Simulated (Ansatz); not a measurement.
# TiB2 (P6/mmm) in Ansatz: notebook

The runs below take TiB2 through single point, equation of state, with LDA.

Program: Ansatz 0.2.0. These are calculated values, not measurements. Logs are shortened: lines on timing, memory, paths and dates and some standing lists are left out, and cuts for length are marked.

**1. The structure**

It takes space group P6/mmm (No. 191, hexagonal). Conventional cell: a = 3.029 Å, b = 3.029 Å, c = 3.228 Å, α = 90.00°, β = 90.00°, γ = 120.00°. Ti (site symmetry 6/mmm) is surrounded by 12 B at 2.38 Å. B (site symmetry -6m2) is surrounded by 3 B at 1.75 Å.

**2. Single point, LDA, 8.04 Å³/atom (volume scaled by 0.94)**

Contents of input.yaml:

```yaml
crystal:
  lattice:
    - [2.9673622405, 0.0, 0.0]
    - [-1.4836811203, 2.5698110825, 0.0]
    - [0.0, 0.0, 3.1624957934]
  atoms:
    - { symbol: Ti, position: [0.0, 0.0, 0.0] }
    - { symbol: B, position: [0.6666666667, 0.3333333333, 0.5] }
    - { symbol: B, position: [0.3333333333, 0.6666666667, 0.5] }
kpoints:
  mp_grid: { grid: [10, 10, 8] }
scf:
  occupations: { method: fermi_dirac, width: 0.05 }
hamiltonian:
  xc: lda
  pseudopotentials: { kind: all_electron, lapw: { basis_error: 0.002 } }
output:
  forces: true
  stress: true
  eigenvalues: true
```

Potentials or basis: all-electron LAPW, scalar-relativistic.

Command:

```sh
> ansatz run input.yaml --threads 2 --pin off --max-ram 6144MiB --backend cpu --events-out ev --progress --plain --runs-dir out
```

The log of the run:

```text
Warning: RAYON_NUM_THREADS=2 ignored (pool sized by the plan → 2); use --threads N
LAPW: plane waves up to 8.836 Å⁻¹, error target 2.0e-3 eV per atom; small_component_spin mean_spin; B in spheres of 0.857 Å, 5 of its electrons in bands, Dirac shells []; Ti in spheres of 1.218 Å, 12 of its electrons in bands, Dirac shells [] (how accurate: hamiltonian.pseudopotentials.lapw.basis_error, Limitations)
Engine: ansatz 0.2.0, x86_64-unknown-linux-gnu
Pseudopotentials: kind: all_electron
Pseudopotential: Ti, LAPW, valence charge 12, lapw/all_electron/scalar/gaussian/Ti, Koelling and Harmon's equation, gaussian nucleus
Pseudopotential: B, LAPW, valence charge 5, lapw/all_electron/scalar/gaussian/B, Koelling and Harmon's equation, gaussian nucleus
Functional definition: SPW92
  exchange = slater_x
  correlation = pw_c
Crystal: 3 atoms, lattice volume = 24.116 Å³
Basis set: ecut = 297.4341433447845 eV, 291 PW (Γ), exchange–correlation at level 2
Bands: 15, of which v1, the nominal top of the filled ones, is band 11 counted from 1 (10 counted from 0)
Symmetry: 24 space group operations
Space group: P6/mmm (ITA 191), of the structure as read, at distance tolerance 2.9e-5 Å
k-points: 70 of 800
Non-local potential: Ti, projectors of the file, none
Non-local potential: B, projectors of the file, none
Initial density: superposition of atomic densities (chi_scale 0.1, normalization cell, long waves kept (reshape's long-wave potential 0.00 eV rms))
Initial wavefunctions: plane waves of lowest kinetic energy (no species holds an atomic orbital)
Functional: x = slater, c = lda
iter 1 solved again at ethr=2.25e-2 eV; its pass at ethr=1.00e-1 eV (dr2=4.95e0 eV) is discarded
SCF iter   1: F=—  HF=-24529.672796 eV  |F-HF|=—  |Δ(HF+E_count)|=         —  Δρ=1.10e-1  dr2=4.95e0  ethr=2.25e-2  ⟨swp⟩=2.0  Hψ=7788  notcnv=0
preconditioner: auto → none  [metal: Δε(μ)=0.118 eV  Ē_g=10.112 eV  σ=0.050 eV  W_gap=0.45  n_scr=8 (ndim 8)  ℏωp=23.9 eV  f_vac=0.000  D(μ)=0.60/eV (n_scr^D=2)  sad-step TF]
iter 2 solved again at ethr=8.68e-4 eV; its pass at ethr=2.25e-2 eV (dr2=1.91e-1 eV) is discarded
SCF iter   2: F=—  HF=-24527.865548 eV  |F-HF|=—  |Δ(HF+E_count)|=    1.81e0  Δρ=2.51e-2  dr2=1.89e-1  ethr=8.68e-4  ⟨swp⟩=2.1  Hψ=5605  notcnv=0
SCF iter   3: F=—  HF=-24527.690548 eV  |F-HF|=—  |Δ(HF+E_count)|=   1.75e-1  Δρ=8.83e-3  dr2=1.41e-2  ethr=8.59e-4  ⟨swp⟩=3.0  Hψ=3300  notcnv=0
SCF iter   4: F=—  HF=-24527.677402 eV  |F-HF|=—  |Δ(HF+E_count)|=   1.31e-2  Δρ=2.40e-3  dr2=8.54e-4  ethr=6.39e-5  ⟨swp⟩=3.0  Hψ=3208  notcnv=0
SCF iter   5: F=—  HF=-24527.676830 eV  |F-HF|=—  |Δ(HF+E_count)|=   5.72e-4  Δρ=3.54e-4  dr2=1.98e-5  ethr=3.88e-6  ⟨swp⟩=2.5  Hψ=2914  notcnv=0
SCF iter   6: F=—  HF=-24527.676824 eV  |F-HF|=—  |Δ(HF+E_count)|=   6.09e-6  Δρ=3.11e-5  dr2=1.60e-7  ethr=9.02e-8  ⟨swp⟩=2.2  Hψ=2889  notcnv=0
SCF iter   7: F=-24527.676824 eV  HF=-24527.676824 eV  |F-HF|=4.93e-8  |Δ(HF+E_count)|=   1.60e-8  Δρ=8.81e-6  dr2=2.57e-8  ethr=7.29e-10  ⟨swp⟩=2.9  Hψ=3037  notcnv=0
SCF 1 converged in 7 iterations: F = -24527.676824 eV  dr2 = 2.57e-8
SCF converged after 7 iterations
Free energy (F): -24527.676824 eV
Harris-Foulkes:  -24527.676824 eV  (|F-HF|=4.93e-8)
Internal energy: -24527.670659 eV  (E = F + TS)
E sigma→0 (E₀):  -24527.673741 eV
Entropy (-TS):   -0.006165 eV (-2.055 meV/atom)
Fermi energy:    16.305030 eV
--- Per-component energies (eV) ---
  E_band       = -685.174081
  E_kinetic    = 24730.586662
  E_xc         = -1311.543871
  E_electrostatic = -47946.713449  (all electrons and nuclei)
  E_smearing   = -0.006165  (= −TS)
  E_closure    = 0.000000  (closes the sum)
  E_atoms      = -24501.785179  (free atoms, spherical and without spin; not in F)
  Σ components = -24527.676824   (vs F -24527.676824, Δ=0.00e0)
  Basis errors (estimates in eV, not in F): energy 7.8e-4 per atom: plane waves 7.6e-4 (4.0e-4 summed), levels above the bands 3.7e-50, relativity 5.1e-9, radial functions 2.3e-5, core shells 3.3e-6; eigenvalues (radial functions only) 4.0e-6; not estimated: angular momenta, meshes, grids; target (lapw.basis_error) 2.0e-3; muffin-tin radii B 0.857 Å, Ti 1.218 Å
--- Forces (eV/Å), atoms counted from 1 ---
  atom   1  Ti     0.00000000     0.00000000     0.00000000
  atom   2  B      0.00000000     0.00000000     0.00000000
  atom   3  B     -0.00000000    -0.00000000     0.00000000
  max |Σ_I F_I| component: 1.36e-31 eV/Å
--- Stress (GPa, compression-positive) ---
        6.910304      -0.000000       0.000000
        0.000000       6.910304       0.000000
        0.000000       0.000000       2.298043
  P = ⅓ Tr σ = 5.3729 GPa (53.729 kbar)
--- Band table (eV; the first three rows and the last of 70) ---
  k-point 0: bands = ["-154.1125", "-154.0889", "-39.8055", "-16.4886", "-16.1295", "-16.1295", "2.7379", "13.6465", "13.6465", "14.0952", "14.1063", "18.4434", "18.4434", "20.3089", "20.3089"]
  k-point 1: bands = ["-154.1125", "-154.0889", "-39.8025", "-16.5280", "-16.1264", "-16.1264", "2.9637", "12.4649", "13.8200", "13.8200", "15.5457", "17.9205", "17.9205", "19.9243", "19.9243"]
  k-point 2: bands = ["-154.1125", "-154.0889", "-39.7951", "-16.6222", "-16.1188", "-16.1188", "3.5861", "10.7713", "14.3290", "14.3290", "16.7892", "17.0481", "17.0481", "18.9405", "18.9405"]
  k-point 69: bands = ["-154.1022", "-154.0992", "-39.7023", "-16.6139", "-16.4964", "-16.3999", "7.2066", "8.2092", "10.6359", "12.9975", "13.2468", "19.0994", "20.6804", "20.9284", "21.2352"]
```

Run time: 3.2 s. Hardware: 2 threads of Intel Xeon Platinum 8375C at 2.90GHz (Ice Lake), shared host; peak memory 0.33 GiB.

Results:

```
Free energy            : -24527.6768 eV
Pressure               : 5.4 GPa
Band gap on the k mesh : none (metal or under the smearing width)
```

**3. Single point, LDA, 8.21 Å³/atom (volume scaled by 0.96)**

Changes to input.yaml since step 2:

```diff
@@ -2,5 +2,5 @@
   lattice:
-    - [2.9673622405, 0.0, 0.0]
-    - [-1.4836811203, 2.5698110825, 0.0]
-    - [0.0, 0.0, 3.1624957934]
+    - [2.9882598462, 0.0, 0.0]
+    - [-1.4941299231, 2.5879089399, 0.0]
+    - [0.0, 0.0, 3.1847676243]
   atoms:
```

Potentials or basis: all-electron LAPW, scalar-relativistic.

Command:

```sh
> ansatz run input.yaml --threads 2 --pin off --max-ram 6144MiB --backend cpu --events-out ev --progress --plain --runs-dir out
```

It took 3.3 s on 2 threads of Intel Xeon Platinum 8375C at 2.90GHz (Ice Lake), shared host; peak memory 0.33 GiB.

Results (log left out):

| Property | Result |
| --- | --- |
| Free energy | -24527.6841 eV |
| Pressure | -0.7 GPa |
| Band gap on the k mesh | none (metal or under the smearing width) |

**4. Single point, LDA, 8.38 Å³/atom (volume scaled by 0.98)**

Changes to input.yaml since step 3:

```diff
@@ -2,5 +2,5 @@
   lattice:
-    - [2.9882598462, 0.0, 0.0]
-    - [-1.4941299231, 2.5879089399, 0.0]
-    - [0.0, 0.0, 3.1847676243]
+    - [3.0088691861, 0.0, 0.0]
+    - [-1.504434593, 2.6057571518, 0.0]
+    - [0.0, 0.0, 3.206732233]
   atoms:
```

Command:

```sh
> ansatz run input.yaml --threads 2 --pin off --max-ram 6144MiB --backend cpu --events-out ev --progress --plain --runs-dir out
```

Run time: 3.7 s. Hardware: 2 threads of Intel Xeon Platinum 8375C at 2.90GHz (Ice Lake), shared host; peak memory 0.33 GiB.

It converged, with:

| Property | Result |
| --- | --- |
| Free energy | -24527.6728 eV |
| Pressure | -6.2 GPa |
| Band gap on the k mesh | none (metal or under the smearing width) |

**5. Single point, LDA, 8.55 Å³/atom**

Changes to input.yaml since step 4:

```diff
@@ -2,5 +2,5 @@
   lattice:
-    - [3.0088691861, 0.0, 0.0]
-    - [-1.504434593, 2.6057571518, 0.0]
-    - [0.0, 0.0, 3.206732233]
+    - [3.0292, 0.0, 0.0]
+    - [-1.5146, 2.6233641531, 0.0]
+    - [0.0, 0.0, 3.2284]
   atoms:
```

Command:

```sh
> ansatz run input.yaml --threads 2 --pin off --max-ram 6144MiB --backend cpu --events-out ev --progress --plain --runs-dir out
```

Wall time 3.5 s (2 threads of Intel Xeon Platinum 8375C at 2.90GHz (Ice Lake), shared host); peak memory 0.32 GiB.

Results (log left out):

```yaml
Free_energy: -24527.6448 eV
Pressure: -11.2 GPa
Band_gap_on_the_k_mesh: none (metal or under the smearing width)
```

**6. Single point, LDA, 8.72 Å³/atom (volume scaled by 1.02)**

Changes to input.yaml since step 5:

```diff
@@ -2,5 +2,5 @@
   lattice:
-    - [3.0292, 0.0, 0.0]
-    - [-1.5146, 2.6233641531, 0.0]
-    - [0.0, 0.0, 3.2284]
+    - [3.0492615118, 0.0, 0.0]
+    - [-1.5246307559, 2.640737932, 0.0]
+    - [0.0, 0.0, 3.2497807555]
   atoms:
```

Potentials or basis: all-electron LAPW, scalar-relativistic.

Command:

```sh
> ansatz run input.yaml --threads 2 --pin off --max-ram 6144MiB --backend cpu --events-out ev --progress --plain --runs-dir out
```

Run time: 3.5 s. Hardware: 2 threads of Intel Xeon Platinum 8375C at 2.90GHz (Ice Lake), shared host; peak memory 0.31 GiB.

The run converged. Its results:

- Free energy: -24527.6016 eV
- Pressure: -15.7 GPa
- Band gap on the k mesh: none (metal or under the smearing width)

**7. Single point, LDA, 8.89 Å³/atom (volume scaled by 1.04)**

Changes to input.yaml since step 6:

```diff
@@ -2,5 +2,5 @@
   lattice:
-    - [3.0492615118, 0.0, 0.0]
-    - [-1.5246307559, 2.640737932, 0.0]
-    - [0.0, 0.0, 3.2497807555]
+    - [3.0690624661, 0.0, 0.0]
+    - [-1.534531233, 2.6578860614, 0.0]
+    - [0.0, 0.0, 3.2708838193]
   atoms:
```

Command:

```sh
> ansatz run input.yaml --threads 2 --pin off --max-ram 6144MiB --backend cpu --events-out ev --progress --plain --runs-dir out
```

Run time: 3.5 s. Hardware: 2 threads of Intel Xeon Platinum 8375C at 2.90GHz (Ice Lake), shared host; peak memory 0.34 GiB.

It converged, with:

- Free energy: -24527.5446 eV
- Pressure: -19.8 GPa
- Band gap on the k mesh: none (metal or under the smearing width)

**8. Single point, LDA, 9.06 Å³/atom (volume scaled by 1.06)**

Changes to input.yaml since step 7:

```diff
@@ -2,5 +2,5 @@
   lattice:
-    - [3.0690624661, 0.0, 0.0]
-    - [-1.534531233, 2.6578860614, 0.0]
-    - [0.0, 0.0, 3.2708838193]
+    - [3.0886111617, 0.0, 0.0]
+    - [-1.5443055808, 2.6748157284, 0.0]
+    - [0.0, 0.0, 3.2917180359]
   atoms:
```

Command:

```sh
> ansatz run input.yaml --threads 2 --pin off --max-ram 6144MiB --backend cpu --events-out ev --progress --plain --runs-dir out
```

It took 3.6 s on 2 threads of Intel Xeon Platinum 8375C at 2.90GHz (Ice Lake), shared host; peak memory 0.31 GiB.

The run converged. Its results:

* Free energy: -24527.4753 eV
* Pressure: -23.5 GPa
* Band gap on the k mesh: none (metal or under the smearing width)

**9. Equation of state, LDA**

Potentials or basis: all-electron LAPW, scalar-relativistic.

No new run: the results of the series are fitted here.

Results:

- Equilibrium volume: 8.19 Å³/atom
- Bulk modulus at fixed shape and positions: 281 GPa
- Pressure derivative of the bulk modulus: 3.9

Energy against volume, from the lowest point:
```tsv
volume (Å³/atom)	energy (meV/atom)
8.039	2.43
8.210	0.00
8.381	3.76
8.552	13.11
8.723	27.52
8.894	46.50
9.065	69.61
```

Caveat: the cell was scaled at fixed shape and fractional positions, which overstates the stiffness of a crystal with free parameters, most of all of layers and chains.
